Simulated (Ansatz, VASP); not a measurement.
**GaP in two plane-wave programs**

Wanted: the spread between two codes on one cell, functional and k mesh. The cell is taken from a series of VASP runs on this material, whose earlier steps may have relaxed, scaled or displaced it; both programs get it as it stands.

Calculated with Ansatz 0.2.0; plane waves, with VASP 6.6.1 beside it; relaxation of cell and atoms at r2SCAN.

**1. The structure**

Symmetry: F-43m, No. 216, cubic system. Conventional cell: a = 5.450 Å, b = 5.450 Å, c = 5.450 Å, α = 90.00°, β = 90.00°, γ = 90.00°. Ga has 4 P at 2.36 Å nearest. P has 4 Ga at 2.36 Å nearest. Farther neighbours are not listed.

As a file:

```cif
data_structure
_symmetry_space_group_name_H-M 'F-43m'
_symmetry_Int_Tables_number 216
_cell_length_a 5.4501
_cell_length_b 5.4501
_cell_length_c 5.4501
_cell_angle_alpha 90.000
_cell_angle_beta 90.000
_cell_angle_gamma 90.000
_cell_volume 161.89
loop_
_atom_site_label
_atom_site_type_symbol
_atom_site_symmetry_multiplicity
_atom_site_Wyckoff_symbol
_atom_site_fract_x
_atom_site_fract_y
_atom_site_fract_z
_atom_site_occupancy
Ga1 Ga 4 a 0.00000 0.00000 0.00000 1
P1 P 4 c 0.25000 0.25000 0.25000 1
```

**2. VASP: relaxation of cell and atoms, r2SCAN**

The relaxed volume is the usual yardstick between codes: its relative difference is about their pressure difference at one cell divided by the bulk modulus.

Lines of VASP's logs that name or quote its potential files are left out, and so is its time.

The input, INCAR:

```
SYSTEM = GaP
PREC = Accurate
ENCUT = 500
EDIFF = 1E-07
NELM = 100
ISMEAR = 0
SIGMA = 0.03
LREAL = .FALSE.
ALGO = Normal
METAGGA = R2SCAN
LASPH = .TRUE.
NBANDS = 15
LORBIT = 11
LWAVE = .FALSE.
LCHARG = .FALSE.
KPAR = 4
IBRION = 2
NSW = 50
ISIF = 3
EDIFFG = -0.002
```

The input, POSCAR:

```
GaP
1.0
    0.0000000000      2.7250508193      2.7250508193
    2.7250508193      0.0000000000      2.7250508193
    2.7250508193      2.7250508193      0.0000000000
Ga P
1 1
Direct
    0.0000000000      0.0000000000      0.0000000000
    0.7500000000      0.7500000000      0.7500000000
```

The input, KPOINTS:

```
Automatic mesh
0
Gamma
8 8 8
0 0 0
```

Potentials, in the order of the species: Ga_d and P (PBE family, release 64).

Command:

```sh
> mpirun -np 4 vasp_std
```

Numbers of over 12 decimals in the logs are rounded to 6 here.

The log of the run:

```text
[banner, memory and clock lines left out]
running    4 mpi-ranks, on    1 nodes
 distrk:  each k-point on    1 cores,    4 groups
 distr:  one band on    1 cores,    1 groups

 POSCAR found type information on POSCAR GaP
 POSCAR found :  2 types and       2 ions
|                                                                             |
|               ----> ADVICE to this user running VASP <----                  |
|                                                                             |
|     You enforced a specific xc type in the INCAR file but a different       |
|     [... a line on the potential file left out ...]
|     I HOPE YOU KNOW WHAT YOU ARE DOING!                                     |
|                                                                             |

 LDA part: xc-table for (None), standard interpolation
 POSCAR, INCAR and KPOINTS ok, starting setup
 FFT: planning ... GRIDC
 FFT: planning ... GRID_SOFT
 FFT: planning ... GRID
 WAVECAR not read
 entering main loop
       N       E                     dE             d eps       ncg     rms          rms(c)
DAV:   1     0.689841676340E+02    0.68984E+02   -0.93292E+03   902   0.177E+03
DAV:   2    -0.172712377358E+02   -0.86255E+02   -0.82412E+02   961   0.324E+02
DAV:   3    -0.236353700131E+02   -0.63641E+01   -0.63439E+01  1122   0.706E+01
DAV:   4    -0.237388186193E+02   -0.10345E+00   -0.10343E+00  1073   0.985E+00
DAV:   5    -0.237404921821E+02   -0.16736E-02   -0.16734E-02  1144   0.106E+00    0.483E+00
DAV:   6    -0.214663863993E+02    0.22741E+01   -0.60808E-01  1141   0.155E+01    0.311E+00
DAV:   7    -0.214579938552E+02    0.83925E-02   -0.21591E-01  1059   0.397E+00    0.166E+00
DAV:   8    -0.214623960812E+02   -0.44022E-02   -0.99569E-03  1059   0.830E-01    0.711E-01
DAV:   9    -0.214626789351E+02   -0.28285E-03   -0.19994E-03  1010   0.454E-01    0.766E-02
DAV:  10    -0.214626658831E+02    0.13052E-04   -0.15219E-04  1144   0.965E-02    0.367E-02
DAV:  11    -0.214626647046E+02    0.11785E-05   -0.20089E-05  1017   0.416E-02    0.611E-03
DAV:  12    -0.214626628485E+02    0.18561E-05   -0.17907E-06  1159   0.114E-02    0.274E-03
DAV:  13    -0.214626636253E+02   -0.77683E-06   -0.29159E-07  1074   0.826E-03    0.134E-03
DAV:  14    -0.214626640157E+02   -0.39038E-06   -0.20758E-08   631   0.150E-03    0.871E-04
DAV:  15    -0.214626639875E+02    0.28221E-07   -0.16059E-08   568   0.292E-03
   1 F= -.21462664E+02 E0= -.21462664E+02  d E =-.214627E+02
 curvature:   0.00 expect dE= 0.000E+00 dE for cont linesearch  0.000E+00
 trial: gam= 0.00000 g(F)=  0.554E-44 g(S)=  0.557E-07 ort = 0.000E+00 (trialstep = 0.100E+01)
 search vector abs. value=  0.558E-07
 reached required accuracy - stopping structural energy minimisation
```

From OUTCAR (step 2):

```text
ion  position               nearest neighbor table
   1  0.000  0.000  0.000-   2 2.36   2 2.36   2 2.36   2 2.36
   2  0.750  0.750  0.750-   1 2.36   1 2.36   1 2.36   1 2.36

  LATTYP: Found a face centered cubic cell.
 ALAT       =     5.4501016386

 Subroutine GETGRP returns: Found 24 space group operations
 (whereof 24 operations were pure point group operations)

The static configuration has the point symmetry T_d .

 Found     29 irreducible k-points:

   k-points           NKPTS =     29   k-points in BZ     NKDIM =     29   number of bands    NBANDS=     15

   dimension x,y,z NGX =    28 NGY =   28 NGZ =   28
   dimension x,y,z NGXF=    56 NGYF=   56 NGZF=   56

   ENCUT  =  500.0 eV  36.75 Ry    6.06 a.u.   7.03  7.03  7.03*2*pi/ulx,y,z

   NELECT =      18.0000    total number of electrons

 k-points in reciprocal lattice and weights: Automatic mesh
   0.00000000  0.00000000  0.00000000       0.002
   0.12500000  0.00000000  0.00000000       0.016
   0.25000000  0.00000000  0.00000000       0.016
   0.37500000  0.00000000  0.00000000       0.016
   0.50000000  0.00000000  0.00000000       0.008
   0.12500000  0.12500000  0.00000000       0.012
   0.25000000  0.12500000  0.00000000       0.047
   0.37500000  0.12500000  0.00000000       0.047
   0.50000000  0.12500000  0.00000000       0.047
[...]
-0.37500000  0.50000000  0.12500000       0.023
  -0.25000000  0.50000000  0.25000000       0.012

 average (electrostatic) potential at core
       1 -70.1827       2 -86.4534

 E-fermi :   4.6188

 k-point     1 :       0.0000    0.0000    0.0000
  band No.  band energies     occupation
    ...
      5     -10.4114      2.00000
      6      -8.5590      2.00000
      7       4.4643      2.00000
      8       4.4643      2.00000
      9       4.4643      2.00000
     10       6.8103      0.00000
     11       8.6550      0.00000
     12       8.6552      0.00000
     13       8.6552      0.00000
     14      13.9280      0.00000
    ...

 k-point     2 :       0.1250    0.0000    0.0000
  band No.  band energies     occupation
    ...
      5     -10.4114      2.00000
      6      -8.3454      2.00000
      7       2.8391      2.00000
      8       4.2258      2.00000
      9       4.2259      2.00000
     10       7.3498      0.00000
     11       9.0216      0.00000
     12       9.0217      0.00000
     13       9.3284      0.00000
     14      14.1111      0.00000
    ...

 k-point     3 :       0.2500    0.0000    0.0000
  band No.  band energies     occupation
    ...
      5     -10.4101      2.00000
      6      -7.7428      2.00000
      7       0.4979      2.00000
      8       3.7738      2.00000
      9       3.7738      2.00000
     10       7.0072      0.00000
     11       9.5529      0.00000
     12       9.5529      0.00000
     13      11.3504      0.00000
     14      13.9369      0.00000
    ...

  Total        0.0008777      0.0008777      0.0008777      0.0000000      0.0000000      0.0000000
  in kB        0.0347459      0.0347459      0.0347459      0.0000000      0.0000000      0.0000000
  external PRESSURE =       0.0347459 kB  Pullay stress =       0.0000000 kB

  energy-cutoff  :      500.00
  volume of cell :       40.47
      direct lattice vectors                 reciprocal lattice vectors
     0.000000000  2.725050819  2.725050819    -0.183482817  0.183482817  0.183482817
     2.725050819  0.000000000  2.725050819     0.183482817 -0.183482817  0.183482817
     2.725050819  2.725050819  0.000000000     0.183482817  0.183482817 -0.183482817

 POSITION                                       TOTAL-FORCE (eV/Angst)
 -----------------------------------------------------------------------------------
      0.00000      0.00000      0.00000         0.000000      0.000000     -0.000000
      4.08758      4.08758      4.08758        -0.000000     -0.000000      0.000000
 -----------------------------------------------------------------------------------
    total drift:                                0.000003      0.000003      0.000003

  FREE ENERGIE OF THE ION-ELECTRON SYSTEM (eV)
  ---------------------------------------------------
  free  energy   TOTEN  =       -21.4626639875 eV

  energy  without entropy=      -21.4626639875  energy(sigma->0) =      -21.46266399

 reached required accuracy - stopping structural energy minimisation

 total charge
# of ion       s       p       d       tot
------------------------------------------
    1        0.831   0.847  10.018  11.696
    2        1.009   1.542   0.000   2.550
--------------------------------------------------
tot          1.840   2.389  10.018  14.247

[... 3 further parts left out ...]
```

CONTCAR:

```
GaP
   1.00000000000000
     0.0000000000000000    2.7250508192999998    2.7250508192999998
     2.7250508192999998    0.0000000000000000    2.7250508192999998
     2.7250508192999998    2.7250508192999998    0.0000000000000000
  Ga              P
     1     1
Direct
     0.0000000000000000    0.0000000000000000    0.0000000000000000
     0.7500000000000000    0.7500000000000000    0.7500000000000000
```

**3. Ansatz: relaxation of cell and atoms, r2SCAN**

Ansatz runs on its default PAW (the set named soft_2) files.

The same cell, functional, mesh and smearing now go to Ansatz, which takes its cutoff from its data sets.

The input, input.yaml:

```yaml
crystal:
  lattice:
    - [0.0, 2.7250508193, 2.7250508193]
    - [2.7250508193, 0.0, 2.7250508193]
    - [2.7250508193, 2.7250508193, 0.0]
  atoms:
    - { symbol: Ga, position: [0.0, 0.0, 0.0] }
    - { symbol: P, position: [0.75, 0.75, 0.75] }
hamiltonian:
  xc: r2scan
  pseudopotentials: { kind: paw }
kpoints:
  mp_grid: { grid: [8, 8, 8] }
scf:
  occupations: { method: gaussian, width: 0.03 }
relax:
  f_tol: 0.01
  max_steps: 60
  cell: { stress_tol: 0.05 }
output:
  forces: true
  stress: true
  write_density: true
  write_potential: true
  elf: true
  volumetric_format: npy
```

Command:

```sh
> ansatz run input.yaml --threads 4 --pin off --max-ram 9216MiB --backend cpu --events-out ev --progress --plain --runs-dir out
```

The log of the run:

```text
Engine: ansatz 0.2.0, aarch64-unknown-linux-gnu
Pseudopotentials: kind: paw
Pseudopotential: Ga, paw, valence charge 13, recommended cutoff 500 eV (meta_gga), Ga.paw.azcp
Pseudopotential: P, paw, valence charge 5, recommended cutoff 500 eV (meta_gga), P.paw.azcp
Functional definition: r2SCAN
  parameter k0 = 0.174
  parameter k1 = 0.065
  parameter a1 = 4.9479
  exchange = r2scan_x(k0 = k0, k1 = k1, a1 = a1)
  correlation = r2scan_c
Crystal: 2 atoms, lattice volume = 40.472 Å³
Basis set: ecut = 500 eV, 965 PW (Γ), exchange–correlation on 120×120×120 points (64 copies of the dense FFT grid, shifted against one another)
Bands: 13, of which v1, the nominal top of the filled ones, is band 9 counted from 1 (8 counted from 0)
Symmetry: 24 space group operations
Space group: F-43m (ITA 216), of the structure as read, at distance tolerance 3.4e-5 Å
k-points: 29 of 512 (time reversal used)
Non-local potential: Ga, projectors of the file, l = 0: 2, l = 1: 2, l = 2: 3, l = 3: 1
Non-local potential: P, projectors of the file, l = 0: 2, l = 1: 2, l = 2: 2
PAW form: soft (Blöchl's): semilocal exchange-correlation on the pseudo side does not see the compensation charge
PAW frozen core: Ga, regenerated for the run's functional (the file was generated under x = pbe(κ = 0.804, μ = 0.219515), c = pbe(β = 0.066725))
PAW frozen core: P, regenerated for the run's functional (the file was generated under x = pbe(κ = 0.804, μ = 0.219515), c = pbe(β = 0.066725))
PAW one-centre angular grid: Ga, 590 points (default); XC on 160 Gauss nodes
PAW one-centre angular grid: P, 302 points (default); XC on 160 Gauss nodes
Initial density: superposition of atomic densities (neutral atoms: chi_scale 0, normalization atom), corrected by the library's trained network
Initial wavefunctions: pseudopotential atomic-orbital guess
Functional: x = r2scan, c = r2scan; τ floored in thin density (d = 2e-4 eV/Å³)
SCF iter   1: F=—  HF=-4550.473669 eV  |F-HF|=—  |Δ(HF+E_count)|=         —  Δρ=8.76e-3  dr2=1.84e-2  dr2_τ=7.37e-3  ethr=1.77e-3  ⟨swp⟩=6.1  Hψ=2526  notcnv=0
preconditioner: auto → none  [insulator: Δε(μ)=1.828 eV  Ē_g=16.402 eV  σ=0.030 eV  W_gap=1.00  n_scr=14 (ndim 8)  ℏωp=24.8 eV  f_vac=0.013  D(μ)=0.00/eV (n_scr^D=0)  ε∞_Penn≈3.3]
SCF iter   2: F=—  HF=-4550.484163 eV  |F-HF|=—  |Δ(HF+E_count)|=   1.05e-2  Δρ=2.32e-3  dr2=3.09e-3  dr2_τ=9.72e-5  ethr=1.02e-4  ⟨swp⟩=3.0  Hψ=1075  notcnv=0
SCF iter   3: F=—  HF=-4550.482628 eV  |F-HF|=—  |Δ(HF+E_count)|=   1.54e-3  Δρ=1.72e-3  dr2=5.13e-4  dr2_τ=7.42e-6  ethr=1.72e-5  ⟨swp⟩=2.0  Hψ=754  notcnv=0
SCF iter   4: F=—  HF=-4550.482860 eV  |F-HF|=—  |Δ(HF+E_count)|=   2.31e-4  Δρ=2.43e-4  dr2=4.13e-5  dr2_τ=4.95e-7  ethr=2.85e-6  ⟨swp⟩=2.9  Hψ=634  notcnv=0
SCF iter   5: F=—  HF=-4550.482851 eV  |F-HF|=—  |Δ(HF+E_count)|=   8.81e-6  Δρ=8.39e-5  dr2=2.46e-6  dr2_τ=2.92e-8  ethr=2.30e-7  ⟨swp⟩=2.0  Hψ=468  notcnv=0
SCF iter   6: F=-4550.482850 eV  HF=-4550.482850 eV  |F-HF|=6.03e-8  |Δ(HF+E_count)|=   6.18e-7  Δρ=9.68e-6  dr2=3.78e-8  dr2_τ=3.45e-9  ethr=5.56e-10  ⟨swp⟩=9.9  Hψ=2829  notcnv=0
SCF 1 converged in 6 iterations: F = -4550.482850 eV  dr2 = 3.78e-8
  greatest PAW one-centre occupation: 0.993 electrons in one spin orbital (limit 2), on the Ga atom at site 0 (counted from 0), in its partial waves of l = 2
relax step   1: F+E_penalty+E_count = -4550.48285012 eV  Δ(F+E_penalty+E_count) = +0.000e0 eV  max|allowed force component| = 2.591e-16 eV/Å  Δτ_max = 0.0000 Å  P = +0.062 GPa  Ω = 40.472 Å³  (6 SCF iters, dr2 threshold 1.00e-7 eV, accepted)
[...]
relax step   2: F+E_penalty+E_count = -4550.48284954 eV  Δ(F+E_penalty+E_count) = +5.765e-7 eV  max|allowed force component| = 6.939e-17 eV/Å  Δτ_max = 0.0000 Å  P = +0.016 GPa  Ω = 40.493 Å³  energy of the carried Pulay correction = -5.788e-6 eV  (4 SCF iters, dr2 threshold 9.71e-9 eV, accepted)
[...]
relax step   3: F+E_penalty+E_count = -4550.48285358 eV  Δ(F+E_penalty+E_count) = -4.037e-6 eV  max|allowed force component| = 3.932e-17 eV/Å  Δτ_max = 0.0000 Å  P = +0.017 GPa  Ω = 40.493 Å³  stress off target by 1.66e-2 GPa  SCF on the basis re-selected at this cell (its energy is not comparable with the rows above)  (6 SCF iters)
basis re-selected at this cell: Δ(F+E_penalty+E_count) = -4.037e-6 eV, ΔP = +0.000 GPa vs the last step (what re-selecting the basis moved, of the pressure what is left beyond the Pulay correction that the steps carried, after the strain that the cell walked since its last selection, with what the two solves' SCF thresholds leave and, on support functions, any second-order correction that the steps lacked; it is no m [...]
SCF converged after 6 iterations
Free energy (F): -4550.482854 eV
Harris-Foulkes:  -4550.482854 eV  (|F-HF|=1.00e-11)
Internal energy: -4550.482854 eV  (E = F + TS)
E sigma→0 (E₀):  -4550.482854 eV
Fermi energy:    7.843179 eV
--- Per-component energies (eV) ---
  E_band       = -67.682989
  E_kinetic    = 185.472140
  E_local      = -2202.898437  (includes V_loc(G=0)·N_el)
  E_nonlocal   = 460.450614
  E_hartree    = 1020.562236
  E_xc         = -120.985193
  E_vxc        = -124.827575  (∫ρ·V_xc dr)
  E_paw        = -2579.826636  (= ΣΔE_a)
  E_vpaw       = -433.019367  (= ΣTr[D̂ρ^β])
  E_aug_tail   = -0.000042  (compensation charges beyond the density's cutoff)
  E_vtau       = 6.015280  (kinetic-family band-sum trace: ∫τ·v_τ [+ j·A + Jᵃ·Aᵃ] dr)
  E_ewald      = -1312.513624
  E_core_change = -0.743912  (= ΣΔE_core)
  E_smearing   = -0.000000  (= −TS)
  E_closure    = -0.000000  (closes the sum)
  Σ components = -4550.482854   (vs F -4550.482854, Δ=0.00e0)
--- Forces (eV/Å), atoms counted from 1 ---
  atom   1  Ga    -0.00000000    -0.00000000     0.00000000
  atom   2  P     -0.00000000     0.00000000    -0.00000000
  max |Σ_I F_I| component: 4.16e-17 eV/Å
--- Stress (GPa, compression-positive) ---
        0.016594      -0.000000      -0.000000
       -0.000000       0.016594       0.000000
       -0.000000       0.000000       0.016594
  P = ⅓ Tr σ = 0.0166 GPa (0.166 kbar)
--- Band table (eV; the first three rows and the last of 29) ---
  k-point 0: bands = [... 5 lower, -6.1276, 6.8959, 6.8959, 6.8959, 9.2586, 11.0690, 11.0690, 11.0690]
  k-point 1: bands = [... 5 lower, -5.9140, 5.2718, 6.6570, 6.6570, 9.7876, 11.4351, 11.4351, 11.7541]
  k-point 2: bands = [... 5 lower, -5.3118, 2.9295, 6.2042, 6.2042, 9.4399, 11.9648, 11.9648, 13.7839]
  k-point 28: bands = [... 5 lower, -2.9375, 0.1584, 3.1849, 3.3547, 11.9288, 12.1897, 13.4373, 13.4789]
--- Relaxed structure (2 steps of the walk, 2 accepted, 1 SCFs on fresh bases) ---
  F+E_penalty+E_count = -4550.48285358 eV   max|allowed force component| = 3.932e-17 eV/Å   (the final SCF, on the basis selected at the relaxed cell)
  cell:  # Å, volume = 40.4929 Å³
    - [0, 2.725523, 2.725523]
    - [2.725523, 0, 2.725523]
    - [2.725523, 2.725523, 0]
  atoms:
    - { symbol: Ga, position: [0, 0, 0] }
    - { symbol: P, position: [0.750000, 0.750000, 0.750000] }
```

Run time: 3.4 s. Hardware: 4 threads of Arm Neoverse V1, shared host; peak memory 0.42 GiB; 12 s of CPU time.

**4. Differences**

Known differences besides the potentials themselves: VASP keeps PBE cores, Ansatz makes them for the functional; both relaxations stop at a tolerance, which leaves soft axes loose, and VASP keeps its plane-wave basis; Ansatz adds a Pulay correction to the stress that steers its cell, VASP none. Total energies have different zeros and are not compared.

The two programs side by side:

```tsv
quantity	Ansatz	VASP	difference
volume (Å³)	40.49	40.47	+0.05 %
edge a after relaxation, in the typed setting (Å)	3.854	3.854	+0.02 %
```

The walks stopped with 0.02 GPa left in Ansatz and 0.00 GPa in VASP; each walk ends within a tolerance, so the volume difference is uncertain by about these residues over the bulk modulus, most in soft cells.

**5. What came out**

| Property | Result |
| --- | --- |
| difference in volume (relaxation of cell and atoms, r2SCAN) | 0.052 % |

What this shows: The difference in volume is 0.052 % (relaxation of cell and atoms, r2SCAN), within the 1.2 % picked in this series as the mark of a large difference, as far as the stopping tolerances let one tell. How closely two codes agree says nothing of how well the functional describes the real material.

[Lines on the potential files, build, host, timing and source positions are cut from VASP's logs without a mark.]

[Logs are printed without paths, hosts, clocks, repeated set-up lines and the standing remarks that a program may print on its own settings, such as how far it seeks lower states.]

[Hosts, paths, dates, database ids (printed as entryN), source tags and the programs' standing remarks are cut or masked in the printed files.]
